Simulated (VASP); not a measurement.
Set up this calculation in VASP 6.6.1, as the native input.

* Task: relaxation of cell and atoms
* Functional: PBE
* Dispersion: D3(BJ)
* Potentials or basis: VASP PAW PBE potentials, release 64 (As, Pt)
* Cutoff: 600 eV
* k mesh: 6 × 6 × 6
* Occupations: gaussian, width 0.03 eV
* Spin: no spin polarisation
* Further INCAR settings: ALGO = Normal; EDIFF = 1e-07; IBRION = 2; EDIFFG = -0.005; NSW = 90; ISIF = 3

The structure of As2Pt (Sperrylite) lies in POSCAR:

```
As2Pt                                   
1.0
    5.9915287629      0.0000000000     -0.0000000000
   -0.0000000000      5.9915287629      0.0000000000
   -0.0000000000      0.0000000000      5.9915287629
  As              Pt            
     8     4
Direct
     0.3830643087032677    0.3830643087032677    0.3830643087032677
     0.1169356912967322    0.6169356912967322    0.8830643087032678
     0.8830643087032678    0.1169356912967322    0.6169356912967322
     0.6169356912967322    0.8830643087032678    0.1169356912967322
     0.6169356912967322    0.6169356912967322    0.6169356912967322
     0.8830643087032678    0.3830643087032677    0.1169356912967322
     0.1169356912967322    0.8830643087032678    0.3830643087032677
     0.3830643087032677    0.1169356912967322    0.8830643087032678
     1.0000000000000000    0.0000000000000000    0.0000000000000000
     0.5000000000000000    0.0000000000000000    0.5000000000000000
     0.5000000000000000    0.5000000000000000    0.0000000000000000
     1.0000000000000000    0.5000000000000000    0.5000000000000000
```

The input as run:

INCAR

```
SYSTEM = As2Pt
PREC = Accurate
ENCUT = 600
EDIFF = 1E-7
ISMEAR = 0
SIGMA = 0.03
LREAL = .FALSE.
LASPH = .TRUE.
NELM = 80
ALGO = Normal
ISIF = 3
LWAVE = .FALSE.
LCHARG = .FALSE.
GGA = PE
IVDW = 12
IBRION = 2
NSW = 90
EDIFFG = -0.005
KPAR = 4
```

KPOINTS

```
Automatic mesh
0
G
  6 6 6
  0 0 0
```

Potentials or basis: VASP PAW PBE potentials, release 64 (As, Pt).

The run is started by

```console
$ cat potpaw_PBE.64/As/POTCAR potpaw_PBE.64/Pt/POTCAR > POTCAR
$ mpirun -np 4 vasp_std > vasp.out
```

Results of the run:

The relaxed volume is 17.93 Å³/atom and the relaxed cell is a = 5.992 Å, b = 5.992 Å, c = 5.992 Å, α = 90.00°, β = 90.00°, γ = 90.00°. The space group after relaxing (to 0.05 Å) is Pa-3 (No. 205). The energy gained by relaxing is 0.0 meV/atom and the ionic steps are 3. The pressure after relaxing is 0.0 GPa and the band gap on the k mesh is 0.25 eV, indirect (least direct gap 0.97 eV). The dispersion energy per atom is -0.555 eV.

Caveat: spin-orbit coupling is left out, which moves the levels of the heavy elements.

It took 90 s on 4 MPI ranks on Intel(R) Xeon(R) 6975P-C (Granite Rapids), on a shared host, peak memory 0.5 GiB a rank.
